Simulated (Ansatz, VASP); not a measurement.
C in VASP and in Ansatz

```
C
1.0
     0.00000    1.78337    1.78337
     1.78337    0.00000    1.78337
     1.78337    1.78337    0.00000
C
2
Cartesian
  2.6751 2.6751 2.6751
  1.7834 1.7834 1.7834
```

This isn't the form of C at room conditions, which is graphite.

Alike in both runs: task single point; functional PBE; k mesh 13 × 13 × 13; occupations gaussian, width 0.012 eV; no spin polarisation.

```csv
,VASP,Ansatz
version,VASP 6.6.1,Ansatz 0.2.0
potentials or method,"VASP PAW PBE potentials, release 64 (C)",Ansatz PAW
plane-wave cutoff (eV),520,420
valence electrons in the cell,8,8
```

```csv
,VASP,Ansatz,Ansatz less VASP
gap on the k mesh at the Fermi level (eV),4.14,4.15,+0.008
least direct gap on the mesh (eV),5.59,5.59,+0.004
pressure (GPa),2.5,1.8,-0.68
```

Caveats: an odd mesh through Γ misses points on the zone boundary, where band edges often lie (VASP); odd divisions of the mesh miss points on the zone boundary, where band edges often lie, so the gap on the mesh can be too wide (Ansatz); the pressure holds a Pulay correction of +1.0 GPa for the finite cutoff (Ansatz). As with any semilocal functional, this PBE gap is likely too small.
